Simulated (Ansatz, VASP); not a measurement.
One calculation of BN, two programs

```xyz
4
Lattice="2.5040 0.0000 0.0000 -1.2520 2.1685 0.0000 0.0000 0.0000 6.6612" Properties=species:S:1:pos:R:3 pbc="T T T"
B    -0.0375    1.3807    1.6653
B     1.2145    0.6579    4.9959
N     0.0000    1.4457    4.9959
N     1.2520    0.7228    1.6653
```

Change from the starting cell: all B atoms moved +0.075 Å, as atom 1 towards its neighbour atom 1 (B) at 2.504 Å.

Alike in both runs: task single point; functional PBE; dispersion D3(BJ); k mesh 12 × 12 × 4; occupations gaussian, width 0.05 eV; no spin polarisation.

```csv
,VASP,Ansatz
version,VASP 6.6.1,Ansatz 0.2.0
potentials or method,"VASP PAW PBE potentials, release 64 (B, N)","scalar-relativistic, plane waves, PAW"
plane-wave cutoff (eV),520,420
valence electrons in the cell,16,16
```

VASP gave:

| Property | Result |
| --- | --- |
| gap on the k mesh at the Fermi level (eV) | 4.19 |
| least direct gap on the mesh (eV) | 4.58 |
| pressure (GPa) | 2.8 |
| largest component of the traceless stress (GPa) | 3.19 |
| rms of the force components (eV/Å) | 1.810 |

Q: Estimate Ansatz's values.

A: gap on the k mesh at the Fermi level (eV): 4.20; least direct gap on the mesh (eV): 4.58; pressure (GPa): 2.8; largest component of the traceless stress (GPa): 3.01; rms of the force components (eV/Å): 1.816.

Atom by atom the forces differ by 0.005 eV/Å (rms over components).

Caveats: forces of over 1 eV/Å show positions far from the minimum, so gaps and moduli don't describe the material at rest. A k mesh can miss the band edges.
